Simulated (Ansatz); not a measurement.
Computed with DFT PBE, scalar-relativistic, plane waves, PAW in Ansatz. Settings: cutoff 420 eV, Γ-centred meshes spaced at most about 0.3 Å⁻¹, and about 0.25 Å⁻¹ or finer for metals (2π included), Gaussian smearing. No spin polarisation in the final relaxations.

Temperature and zero-point effects are left out. All come from trial cells, and lower structures may exist.

Task: Order these relaxed structures of Ge by energy, lowest first, with the energy over the lowest of them.
A.

```cif
data_structure
_symmetry_space_group_name_H-M 'I4/mmm'
_symmetry_Int_Tables_number 139
_cell_length_a 3.2155
_cell_length_b 3.2155
_cell_length_c 3.7507
_cell_angle_alpha 90.000
_cell_angle_beta 90.000
_cell_angle_gamma 90.000
_cell_volume 38.78
loop_
_atom_site_label
_atom_site_type_symbol
_atom_site_symmetry_multiplicity
_atom_site_Wyckoff_symbol
_atom_site_fract_x
_atom_site_fract_y
_atom_site_fract_z
_atom_site_occupancy
Ge1 Ge 2 b 0.00000 0.00000 0.50000 1
```

B.

```cif
data_structure
_symmetry_space_group_name_H-M 'P4/nmm:1'
_symmetry_Int_Tables_number 129
_cell_length_a 4.2776
_cell_length_b 4.2776
_cell_length_c 4.4161
_cell_angle_alpha 90.000
_cell_angle_beta 90.000
_cell_angle_gamma 90.000
_cell_volume 80.80
loop_
_atom_site_label
_atom_site_type_symbol
_atom_site_symmetry_multiplicity
_atom_site_Wyckoff_symbol
_atom_site_fract_x
_atom_site_fract_y
_atom_site_fract_z
_atom_site_occupancy
Ge1 Ge 2 b 0.00000 0.00000 0.50000 1
Ge2 Ge 2 c 0.00000 0.50000 0.89335 1
```

C.

```cif
data_structure
_symmetry_space_group_name_H-M 'P6/mmm'
_symmetry_Int_Tables_number 191
_cell_length_a 2.8788
_cell_length_b 2.8788
_cell_length_c 2.6935
_cell_angle_alpha 90.000
_cell_angle_beta 90.000
_cell_angle_gamma 120.000
_cell_volume 19.33
loop_
_atom_site_label
_atom_site_type_symbol
_atom_site_symmetry_multiplicity
_atom_site_Wyckoff_symbol
_atom_site_fract_x
_atom_site_fract_y
_atom_site_fract_z
_atom_site_occupancy
Ge1 Ge 1 b 0.00000 0.00000 0.50000 1
```

Result: C (0 meV/atom), B (66 meV/atom), A (85 meV/atom). Forms: C simple hexagonal type, P6/mmm; B P4/nmm; A indium (bct) type, I4/mmm. Counting all near atoms (those within 1.25 times the shortest such distance or 1.15 times the sum of covalent radii; a plus sign parts nearer from farther groups; the shortest distance is added where it is long for a bond; a slash parts the counts of unlike sites): C has Ge 8; B has Ge 4+4+4/4+8; A has Ge 8+4 from 2.9 Å.

Cells relaxed within their symmetry can be saddle points. The P6/mmm cell of Ge came from shaking the I4/mmm one. The part of the Crystallography Open Database at hand lists Ge in space groups No. 64, 96, 227; no cell shown has one of them. Some types were kept out of the candidates beforehand, so the set may lack a known form.
